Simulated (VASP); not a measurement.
## Cu: relaxation of the atoms with PBE

Slab: Cu, a slab with vacuum.

```xyz
11
Lattice="3.6350 0.0000 0.0000 0.0000 2.5703 0.0000 0.0000 0.0000 27.8517" Properties=species:S:1:pos:R:3 pbc="T T T"
Cu    0.0000    0.0000    7.5000
Cu    1.8175    1.2852    8.7852
Cu    0.0000    0.0000   10.0703
Cu    1.8175    1.2852   11.3555
Cu    0.0000    0.0000   12.6407
Cu    1.8175    1.2852   13.9258
Cu    0.0000    0.0000   15.2110
Cu    1.8175    1.2852   16.4962
Cu    0.0000    0.0000   17.7813
Cu    1.8175    1.2852   19.0665
Cu    0.0000    0.0000   20.3517
```

The cell was built by a generator and needn't be a form met in nature.

- Program: VASP 6.6.1
- Task: relaxation of the atoms
- Functional: PBE
- Potentials or basis: VASP PAW PBE potentials, release 64 (Cu)
- Cutoff: 520 eV
- k mesh: 12 × 18 × 1
- Occupations: methfessel-paxton, width 0.2 eV
- Spin: no spin polarisation
- Further INCAR settings: ALGO = Normal; EDIFF = 1e-06; IBRION = 2; EDIFFG = -0.01; NSW = 40

```yaml
Energy_gained_by_relaxing: 4.9 meV/atom
Ionic_steps: 15
Largest_force_after_relaxing: 0.006 eV/Å
Band_gap_on_the_k_mesh: none (metal or under the smearing width)
```

Forces in eV/Å, atoms in the order of the input:
```
Cu   0.000  0.000  0.002
Cu   0.000  0.000 -0.002
Cu   0.000  0.000  0.001
Cu   0.000  0.000 -0.001
Cu   0.000  0.000  0.006
Cu   0.000  0.000  0.000
Cu   0.000  0.000 -0.006
Cu   0.000  0.000  0.001
Cu   0.000  0.000 -0.001
Cu   0.000  0.000  0.002
Cu   0.000  0.000 -0.002
```

Step by step:
```csv
step,energy change (eV),largest force (eV/Å),pressure (GPa)
1,0.0000,0.4243,-1.25
2,-0.0249,0.3181,-1.15
3,-0.0494,0.0832,-0.79
4,-0.0495,0.0787,-0.87
5,-0.0511,0.0367,-0.84
6,-0.0518,0.0353,-0.81
7,-0.0518,0.0346,-0.75
8,-0.0522,0.0269,-0.74
9,-0.0530,0.0341,-0.66
10,-0.0530,0.0443,-0.61
11,-0.0534,0.0334,-0.60
12,-0.0537,0.0186,-0.57
13,-0.0539,0.0318,-0.51
14,-0.0539,0.0263,-0.53
15,-0.0540,0.0055,-0.51
```

Final structure:
```
Cu
1.0
     3.63500    0.00000    0.00000
     0.00000    2.57033    0.00000
     0.00000    0.00000   27.85167
Cu
11
Direct
  0.00000 0.00000 0.27304
  0.50000 0.50000 0.31455
  0.00000 0.00000 0.36233
  0.50000 0.50000 0.40793
  0.00000 0.00000 0.45397
  0.50000 0.50000 0.50000
  0.00000 0.00000 0.54603
  0.50000 0.50000 0.59207
  0.00000 0.00000 0.63767
  0.50000 0.50000 0.68545
  0.00000 0.00000 0.72696
```

Levels at points of the mesh, in eV from the Fermi level:
```tsv
k point	band 59	band 60	band 61	band 62	band 63	band 64
(0.00, 0.00, 0.00)	-1.41	-1.40	-0.85	0.14	1.64	1.85
(0.50, 0.00, 0.00)	-1.50	-1.50	-1.50	-1.40	-1.28	-1.16
(0.00, 0.50, 0.00)	-0.05	0.22	0.26	0.66	0.74	1.18
(0.50, 0.50, 0.00)	0.61	1.66	1.84	3.02	3.25	3.71
```

Run time: 41 min on 8 MPI ranks on AMD EPYC 7R13 Processor (Zen 3), on a shared host, peak memory 0.93 GiB a rank.
